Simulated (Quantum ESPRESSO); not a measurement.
# RbBr (Fm-3m) in Quantum ESPRESSO: notebook

The runs below take RbBr through single point, equation of state, with LDA.

All numbers are computed with Quantum ESPRESSO 7.5; they aren't measurements. Logs are shortened: lines on timing, memory, paths and dates and some standing lists are left out, and cuts for length are marked.

**1. The structure**

The structure is cubic, space group Fm-3m (No. 225). The conventional cell has a = 6.854 Å, b = 6.854 Å, c = 6.854 Å, α = 90.00°, β = 90.00°, γ = 90.00°. Rb (site symmetry m-3m) is surrounded by 6 Br at 3.43 Å. Br (site symmetry m-3m) has 6 Rb at 3.43 Å as nearest neighbours.

**2. Single point, LDA, 37.83 Å³/atom**

Input file pw.in:

```
&CONTROL
  calculation = 'scf'
  prefix = 'pwscf'
  outdir = './tmp'
  pseudo_dir = './pseudo'
  tprnfor = .true.
  tstress = .true.
  disk_io = 'nowf'
/
&SYSTEM
  ibrav = 0
  nat = 2
  ntyp = 2
  ecutwfc = 44
  nbnd = 14
  occupations = 'smearing'
  smearing = 'fd'
  degauss = 0.00367493
/
&ELECTRONS
  conv_thr = 4d-10
  electron_maxstep = 120
  mixing_beta = 0.5
/
ATOMIC_SPECIES
Rb    85.4678 Rb.upf
Br    79.9040 Br.upf
CELL_PARAMETERS angstrom
   0.0000000000    3.3570415946    3.3570415946
   3.3570415946    0.0000000000    3.3570415946
   3.3570415946    3.3570415946    0.0000000000
ATOMIC_POSITIONS crystal
Rb     0.0000000000    0.0000000000    0.0000000000
Br     0.5000000000    0.5000000000    0.5000000000
K_POINTS automatic
7 7 7 0 0 0
```

Potentials or basis: PseudoDojo 0.4.1 SR LDA standard.

Command:

```console
OMP_NUM_THREADS=1 pw.x -in pw.in > pw.out
```

pw.out:

```text
This program is part of the open-source Quantum ESPRESSO suite
     for quantum simulation of materials; please cite
[... 9 lines left out ...]
     --------------------
     sticks:   dense  smooth     PW     G-vecs:    dense   smooth      PW
     Sum         967     967    295                20107    20107    3287

     Using Slab Decomposition

     bravais-lattice index     =            0
     lattice parameter (alat)  =       8.9716  a.u.
     unit-cell volume          =     510.6188 (a.u.)^3
     number of atoms/cell      =            2
     number of atomic types    =            2
     number of electrons       =        16.00
     number of Kohn-Sham states=           14
     kinetic-energy cutoff     =      44.0000  Ry
     charge density cutoff     =     176.0000  Ry
     scf convergence threshold =      4.0E-10
     mixing beta               =       0.5000
     number of iterations used =            8  plain     mixing
     Exchange-correlation= SLA  PW   NOGX NOGC
                           (   1   4   0   0   0   0   0)

     celldm(1)=   8.971614  celldm(2)=   0.000000  celldm(3)=   0.000000
     celldm(4)=   0.000000  celldm(5)=   0.000000  celldm(6)=   0.000000

     crystal axes: (cart. coord. in units of alat)
               a(1) = (   0.000000   0.707107   0.707107 )
               a(2) = (   0.707107   0.000000   0.707107 )
               a(3) = (   0.707107   0.707107   0.000000 )

     reciprocal axes: (cart. coord. in units 2 pi/alat)
               b(1) = ( -0.707107  0.707107  0.707107 )
               b(2) = (  0.707107 -0.707107  0.707107 )
               b(3) = (  0.707107  0.707107 -0.707107 )

     PseudoPot. # 1 for Rb read from file:
     Rb.upf
     Pseudo is Norm-conserving + core correction, Zval =  9.0
     Generated using ONCVPSP code by D. R. Hamann
     Using radial grid of 2226 points,  6 beta functions with:
                l(1) =   0
                l(2) =   0
                l(3) =   1
                l(4) =   1
                l(5) =   2
                l(6) =   2

     PseudoPot. # 2 for Br read from file:
     Br.upf
     Pseudo is Norm-conserving + core correction, Zval =  7.0
     Generated using ONCVPSP code by D. R. Hamann
     Using radial grid of 1084 points,  6 beta functions with:
                l(1) =   0
                l(2) =   0
                l(3) =   1
                l(4) =   1
                l(5) =   2
                l(6) =   2

     atomic species   valence    mass     pseudopotential
     Rb                9.00    85.46780     Rb( 1.00)
     Br                7.00    79.90400     Br( 1.00)

     48 Sym. Ops., with inversion, found

   Cartesian axes

     site n.     atom                  positions (alat units)
         1        Rb     tau(   1) = (   0.0000000   0.0000000   0.0000000  )
         2        Br     tau(   2) = (   0.7071068   0.7071068   0.7071068  )

     number of k points=    20  Fermi-Dirac smearing, width (Ry)=  0.0037
                       cart. coord. in units 2pi/alat
        k(    1) = (   0.0000000   0.0000000   0.0000000), wk =   0.0058309
        k(    2) = (   0.1010153   0.1010153  -0.1010153), wk =   0.0466472
        k(    3) = (   0.2020305   0.2020305  -0.2020305), wk =   0.0466472
        k(    4) = (   0.3030458   0.3030458  -0.3030458), wk =   0.0466472
        k(    5) = (   0.2020305  -0.0000000   0.0000000), wk =   0.0349854
        k(    6) = (   0.3030458   0.1010153  -0.1010153), wk =   0.1399417
[... 12 lines left out ...]
        k(   19) = (  -0.1010153  -0.5050763   0.7071068), wk =   0.1399417
        k(   20) = (   0.0000000  -0.4040610   0.6060915), wk =   0.1399417

     Dense  grid:    20107 G-vectors     FFT dimensions: (  40,  40,  40)

     Initial potential from superposition of free atoms

     starting charge      15.9799, renormalised to      16.0000
     Starting wfcs are    9 randomized atomic wfcs +    5 random wfcs

     Self-consistent Calculation

     iteration #  1     ecut=    44.00 Ry     beta= 0.50
     Davidson diagonalization with overlap
     ethr =  1.00E-02,  avg # of iterations =  7.2

     Threshold (ethr) on eigenvalues was too large:
     Diagonalizing with lowered threshold

     Davidson diagonalization with overlap
     ethr =  2.87E-04,  avg # of iterations =  2.9

     total energy              =     -86.03093671 Ry
     estimated scf accuracy    <       0.04511293 Ry
[... 43 lines left out ...]
     iteration #  8     ecut=    44.00 Ry     beta= 0.50
     Davidson diagonalization with overlap
     ethr =  4.75E-11,  avg # of iterations =  2.0

     End of self-consistent calculation

          k = 0.0000 0.0000 0.0000 (  2565 PWs)   bands (ev):

   -22.8203 -10.9070  -6.8989  -6.8989  -6.8989   1.4140   1.4140   1.4140
     5.5173   8.4645   8.4645   8.4645   9.4633   9.4633

          k = 0.1010 0.1010-0.1010 (  2538 PWs)   bands (ev):
[... 11 lines left out ...]
   -22.8071 -10.9618  -6.9077  -6.9077  -6.8426   0.2875   0.9993   0.9993
     7.9358   8.9176  10.5314  10.5314  11.5436  11.5436

          k = 0.2020-0.0000 0.0000 (  2541 PWs)   bands (ev):

   -22.8168 -10.9168  -6.9172  -6.9172  -6.8695   0.9928   1.3659   1.3659
     6.1496   7.9294   9.0187   9.0187   9.6345  10.1556

          k = 0.3030 0.1010-0.1010 (  2528 PWs)   bands (ev):
[... 21 lines left out ...]
   -22.8140 -10.9286  -6.9375  -6.8934  -6.8649   0.8015   1.1699   1.3071
     6.7229   8.1305   8.9459   9.5099  10.0510  10.5562

          k = 0.4041-0.0000 0.0000 (  2517 PWs)   bands (ev):

   -22.8093 -10.9032  -6.9587  -6.9587  -6.9338   0.6716   1.2882   1.2882
     7.1520   7.2484  10.0804  10.5000  10.5000  11.1732

          k = 0.5051 0.1010-0.1010 (  2511 PWs)   bands (ev):
[... 6 lines left out ...]
   -22.8035 -10.8984  -7.0646  -6.9521  -6.9246   0.6932   0.9870   1.0798
     7.6979   9.0080  10.0194  10.3877  11.2075  11.7006

          k = 0.0000-0.4041 0.4041 (  2514 PWs)   bands (ev):

   -22.8049 -10.9207  -7.0394  -6.9222  -6.8792   0.5221   1.0021   1.0780
     8.2195   8.5808   9.8083  10.3167  10.8409  12.7180

          k = 0.6061-0.0000 0.0000 (  2506 PWs)   bands (ev):

   -22.8034 -10.8544  -7.1145  -6.9923  -6.9923   0.8482   1.2509   1.2509
     6.7055   8.2546  10.5319  10.6284  11.2928  12.1434

          k =-0.0000-0.6061 0.6061 (  2518 PWs)   bands (ev):

   -22.8025 -10.8577  -7.1351  -6.9853  -6.9774   0.9240   1.0855   1.1934
     6.9365   8.8291  10.0435  10.6819  10.8945  12.0219

          k = 0.4041 0.2020 0.0000 (  2517 PWs)   bands (ev):

   -22.8078 -10.9196  -6.9835  -6.9336  -6.8911   0.5899   1.0817   1.2095
     7.6598   7.7326  10.2486  10.3559  10.7198  11.2677

          k =-0.2020-0.4041 0.6061 (  2509 PWs)   bands (ev):
[... 6 lines left out ...]
   -22.8031 -10.8752  -7.0886  -7.0207  -6.9194   0.8336   1.0339   1.1589
     7.2743   8.7567   9.7926  10.7452  11.1866  12.0525

          k = 0.0000-0.4041 0.6061 (  2518 PWs)   bands (ev):

   -22.8027 -10.8854  -7.0843  -7.0295  -6.8825   0.7784   1.0068   1.0584
     7.9432   8.6892   9.7225  10.0954  11.8398  12.1125

     the Fermi energy is     4.0834 ev

!    total energy              =     -86.04037267 Ry
     estimated scf accuracy    <          4.4E-11 Ry
     smearing contrib. (-TS)   =      -0.00000000 Ry
     internal energy E=F+TS    =     -86.04037267 Ry

     The total energy is F=E-TS. E is the sum of the following terms:
     one-electron contribution =     -17.85435402 Ry
     hartree contribution      =      14.08633050 Ry
     xc contribution           =     -24.47354546 Ry
     ewald contribution        =     -57.79880370 Ry

     convergence has been achieved in   8 iterations

     Forces acting on atoms (cartesian axes, Ry/au):

     atom    1 type  1   force =     0.00000000    0.00000000    0.00000000
     atom    2 type  2   force =     0.00000000    0.00000000   -0.00000000

     Total force =     0.000000     Total SCF correction =     0.000000

     Computing stress (Cartesian axis) and pressure

          total   stress  (Ry/bohr**3)                   (kbar)     P=       -4.06
  -0.00002763   0.00000000   0.00000000           -4.06        0.00        0.00
   0.00000000  -0.00002763   0.00000000            0.00       -4.06        0.00
   0.00000000   0.00000000  -0.00002763            0.00        0.00       -4.06

=------------------------------------------------------------------------------=
   JOB DONE.
=------------------------------------------------------------------------------=
```

It took 8.7 s on 1 thread of Arm Neoverse V2, shared host; peak memory 0.05 GiB.

What came out:

```yaml
Free_energy: -1170.6389 eV
Pressure: -0.4 GPa
Band_gap_on_the_k_mesh: 4.10 eV, direct
```

**3. Single point, LDA, 38.64 Å³/atom**

Changes to pw.in since step 2:

```diff
@@ -28,5 +28,5 @@
 CELL_PARAMETERS angstrom
-   0.0000000000    3.3570415946    3.3570415946
-   3.3570415946    0.0000000000    3.3570415946
-   3.3570415946    3.3570415946    0.0000000000
+   0.0000000000    3.3806835115    3.3806835115
+   3.3806835115    0.0000000000    3.3806835115
+   3.3806835115    3.3806835115    0.0000000000
 ATOMIC_POSITIONS crystal
```

Potentials or basis: PseudoDojo 0.4.1 SR LDA standard.

Command:

```console
OMP_NUM_THREADS=1 pw.x -in pw.in > pw.out
```

It took 8.8 s on 1 thread of Arm Neoverse V2, shared host; peak memory 0.05 GiB.

It converged, with:

| Item | Value |
| --- | --- |
| Free energy | -1170.6336 eV |
| Pressure | -0.7 GPa |
| Band gap on the k mesh | 4.05 eV, direct |

**4. Single point, LDA, 39.44 Å³/atom**

Changes to pw.in since step 3:

```diff
@@ -28,5 +28,5 @@
 CELL_PARAMETERS angstrom
-   0.0000000000    3.3806835115    3.3806835115
-   3.3806835115    0.0000000000    3.3806835115
-   3.3806835115    3.3806835115    0.0000000000
+   0.0000000000    3.4039993070    3.4039993070
+   3.4039993070    0.0000000000    3.4039993070
+   3.4039993070    3.4039993070    0.0000000000
 ATOMIC_POSITIONS crystal
```

Command:

```console
OMP_NUM_THREADS=1 pw.x -in pw.in > pw.out
```

It took 8.8 s on 1 thread of Arm Neoverse V2, shared host; peak memory 0.05 GiB.

Results (log left out):

```
Free energy            : -1170.6251 eV
Pressure               : -1.0 GPa
Band gap on the k mesh : 4.00 eV, direct
```

**5. Single point, LDA, 40.25 Å³/atom**

Changes to pw.in since step 4:

```diff
@@ -28,5 +28,5 @@
 CELL_PARAMETERS angstrom
-   0.0000000000    3.4039993070    3.4039993070
-   3.4039993070    0.0000000000    3.4039993070
-   3.4039993070    3.4039993070    0.0000000000
+   0.0000000000    3.4270000000    3.4270000000
+   3.4270000000    0.0000000000    3.4270000000
+   3.4270000000    3.4270000000    0.0000000000
 ATOMIC_POSITIONS crystal
```

Command:

```console
OMP_NUM_THREADS=1 pw.x -in pw.in > pw.out
```

Run time: 8.8 s. Hardware: 1 thread of Arm Neoverse V2, shared host; peak memory 0.05 GiB.

The run converged. Its results:

```yaml
Free_energy: -1170.6140 eV
Pressure: -1.3 GPa
Band_gap_on_the_k_mesh: 3.95 eV, direct
```

**6. Single point, LDA, 41.05 Å³/atom**

Changes to pw.in since step 5:

```diff
@@ -28,5 +28,5 @@
 CELL_PARAMETERS angstrom
-   0.0000000000    3.4270000000    3.4270000000
-   3.4270000000    0.0000000000    3.4270000000
-   3.4270000000    3.4270000000    0.0000000000
+   0.0000000000    3.4496960257    3.4496960257
+   3.4496960257    0.0000000000    3.4496960257
+   3.4496960257    3.4496960257    0.0000000000
 ATOMIC_POSITIONS crystal
```

Potentials or basis: PseudoDojo 0.4.1 SR LDA standard.

Command:

```console
OMP_NUM_THREADS=1 pw.x -in pw.in > pw.out
```

It took 9 s on 1 thread of Arm Neoverse V2, shared host; peak memory 0.06 GiB.

Results (log left out):

```
Free energy            : -1170.6004 eV
Pressure               : -1.5 GPa
Band gap on the k mesh : 3.90 eV, direct
```

Caveat: an odd mesh through Γ misses points on the zone boundary, where band edges often lie.

**7. Single point, LDA, 41.86 Å³/atom**

Changes to pw.in since step 6:

```diff
@@ -28,5 +28,5 @@
 CELL_PARAMETERS angstrom
-   0.0000000000    3.4496960257    3.4496960257
-   3.4496960257    0.0000000000    3.4496960257
-   3.4496960257    3.4496960257    0.0000000000
+   0.0000000000    3.4720972769    3.4720972769
+   3.4720972769    0.0000000000    3.4720972769
+   3.4720972769    3.4720972769    0.0000000000
 ATOMIC_POSITIONS crystal
```

Command:

```console
OMP_NUM_THREADS=1 pw.x -in pw.in > pw.out
```

Run time: 9 s. Hardware: 1 thread of Arm Neoverse V2, shared host; peak memory 0.06 GiB.

Results (log left out):

```yaml
Free_energy: -1170.5849 eV
Pressure: -1.7 GPa
Band_gap_on_the_k_mesh: 3.86 eV, direct
```

Caveat: an odd mesh through Γ misses points on the zone boundary, where band edges often lie.

**8. Single point, LDA, 42.66 Å³/atom**

Changes to pw.in since step 7:

```diff
@@ -28,5 +28,5 @@
 CELL_PARAMETERS angstrom
-   0.0000000000    3.4720972769    3.4720972769
-   3.4720972769    0.0000000000    3.4720972769
-   3.4720972769    3.4720972769    0.0000000000
+   0.0000000000    3.4942131424    3.4942131424
+   3.4942131424    0.0000000000    3.4942131424
+   3.4942131424    3.4942131424    0.0000000000
 ATOMIC_POSITIONS crystal
```

Command:

```console
OMP_NUM_THREADS=1 pw.x -in pw.in > pw.out
```

It took 9.9 s on 1 thread of Arm Neoverse V2, shared host; peak memory 0.06 GiB.

Results (log left out):

```yaml
Free_energy: -1170.5676 eV
Pressure: -1.8 GPa
Band_gap_on_the_k_mesh: 3.82 eV, direct
```

Caveat: an odd mesh through Γ misses points on the zone boundary, where band edges often lie.

**9. Equation of state, LDA**

Potentials or basis: PseudoDojo 0.4.1 SR LDA standard.

This step only gathers the single runs of the series.

What came out:

| Property | Result |
| --- | --- |
| Equilibrium volume | 37.06 Å³/atom (rough: see the caveat) |
| Bulk modulus | 18.5 GPa (rough) |

Energy against volume, from the lowest point:
```
volume (Å³/atom)  energy (meV/atom)
          37.833               0.00
          38.638               2.67
          39.443               6.90
          40.248              12.48
          41.053              19.23
          41.858              27.00
          42.663              35.67
```

Caveat: the minimum lies outside the volumes run.
